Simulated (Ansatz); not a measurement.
The system is Pb.

```
Pb
1.0
    -1.97966    1.97966    1.97966
     1.97966   -1.97966    1.97966
     1.97966    1.97966   -1.97966
Pb
1
Direct
  0.00000 0.00000 0.00000
```

This isn't the form of Pb at room conditions, which is fcc.

```yaml
Program: Ansatz 0.2.0
Task: relaxation of cell and atoms
Functional: RPBE
Dispersion: D4
Potentials_or_basis: Ansatz PAW
Cutoff: "420 eV (not typed: the program's choice for these potentials)"
k_mesh: 9 × 9 × 9
Occupations: fermi-dirac, width 0.05 eV
Spin: no spin polarisation
```

At the start: volume 31.03 Å³/atom.

**Question.** How do energy, volume and symmetry change on relaxing?

**Answer.** It ends after 4 steps and the volume is 30.27 Å³/atom (-2.5 %); space group Im-3m (No. 229, to 0.05 Å).

Step by step:
```tsv
step	energy change (eV)	largest force (eV/Å)	volume (Å³)
1	0.0000	0.0000	31.03
2	-0.0026	0.0000	30.32
3	-0.0026	0.0000	30.27
4	-0.0025	0.0000	30.27
```

Final structure:
```
CELL_PARAMETERS angstrom
-1.96327 1.96327 1.96327
1.96327 -1.96327 1.96327
1.96327 1.96327 -1.96327
ATOMIC_POSITIONS crystal
Pb 0.00000 0.00000 0.00000
```

Caveat: the plane-wave basis is chosen anew once the cell has moved, so the energies of steps on either side of that aren't comparable; pairwise dispersion overbinds metals, which lowers pressure and volume; the PAW data sets come from PBE, with cores solved anew for the run's functional, which leaves a small shift of forces and pressure.
